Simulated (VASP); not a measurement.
Write the native input for VASP 6.6.1 that does the following.

```
Task                   : electric field gradients
Functional             : PBE
Potentials or basis    : VASP PAW PBE potentials, release 64 (C, Zr_sv)
Cutoff                 : 520 eV
k mesh                 : 3 × 3 × 3
Occupations            : fermi-dirac, width 0.01 eV
Spin                   : no spin polarisation
Dipole correction      : no
Further INCAR settings : LREAL = Auto; ALGO = Fast; EDIFF = 1e-08; NBANDS = 100
```

The structure of ZrC35 (a cell with a defect) (Graphite 2H) lies in POSCAR:

```
ZrC35
1.0
    7.4100000000      0.0000000000      0.0000000000
   -3.7050000000      6.4172482419      0.0000000000
    0.0000000000      0.0000000000      6.7900000000
C Zr
35 1
Direct
    0.0000000000      0.0000000000      0.0000000000
    0.0000000000      0.3333333333      0.0000000000
    0.0000000000      0.6666666667      0.0000000000
    0.3333333333      0.0000000000      0.0000000000
    0.3333333333      0.3333333333      0.0000000000
    0.3333333333      0.6666666667      0.0000000000
    0.6666666667      0.0000000000      0.0000000000
    0.6666666667      0.3333333333      0.0000000000
    0.6666666667      0.6666666667      0.0000000000
    0.0000000000      0.0000000000      0.5000000000
    0.0000000000      0.3333333333      0.5000000000
    0.0000000000      0.6666666667      0.5000000000
    0.3333333333      0.0000000000      0.5000000000
    0.3333333333      0.3333333333      0.5000000000
    0.3333333333      0.6666666667      0.5000000000
    0.6666666667      0.0000000000      0.5000000000
    0.6666666667      0.3333333333      0.5000000000
    0.6666666667      0.6666666667      0.5000000000
    0.1111111111      0.5555555556      0.0050000000
    0.1111111111      0.8888888889      0.0050000000
    0.4444444444      0.2222222222      0.0050000000
    0.4444444444      0.5555555556      0.0050000000
    0.4444444444      0.8888888889      0.0050000000
    0.7777777778      0.2222222222      0.0050000000
    0.7777777778      0.5555555556      0.0050000000
    0.7777777778      0.8888888889      0.0050000000
    0.2222222222      0.1111111111      0.5050000000
    0.2222222222      0.4444444444      0.5050000000
    0.2222222222      0.7777777778      0.5050000000
    0.5555555556      0.1111111111      0.5050000000
    0.5555555556      0.4444444444      0.5050000000
    0.5555555556      0.7777777778      0.5050000000
    0.8888888889      0.1111111111      0.5050000000
    0.8888888889      0.4444444444      0.5050000000
    0.8888888889      0.7777777778      0.5050000000
    0.1111111111      0.2222222222      0.0050000000
```

One way to write it, as run:

INCAR

```
ALGO = Fast ; EDIFF = 1E-8
ENCUT = 520 ; GGA = PE
ISIF = 2 ; ISMEAR = -1
LASPH = True ; LCHARG = False
LEFG = True ; LREAL = Auto
LWAVE = False ; NBANDS = 100
NELM = 60 ; PREC = Accurate
SIGMA = 0.01
```

KPOINTS

```
k-points
0
Gamma
  3 3 3
```

Potentials or basis: VASP PAW PBE potentials, release 64 (C, Zr_sv).

Command:

```sh
$ cat potpaw_PBE.64/C/POTCAR potpaw_PBE.64/Zr_sv/POTCAR > POTCAR
$ mpirun -np 1 vasp_std > vasp.out
```

Results of the run:

- Pressure: 31.9 GPa
- Largest force: 36.630 eV/Å
- Band gap on the k mesh: none (metal or under the smearing width)

Caveat: a pressure of tens of GPa on the cell as given is suspect, and the run, the potentials or the cell itself is likely at fault.

Run time: 6.3 min on 1 thread of AMD EPYC 9R45 96-Core Processor (Zen 5), on a shared host, peak memory 0.42 GiB.
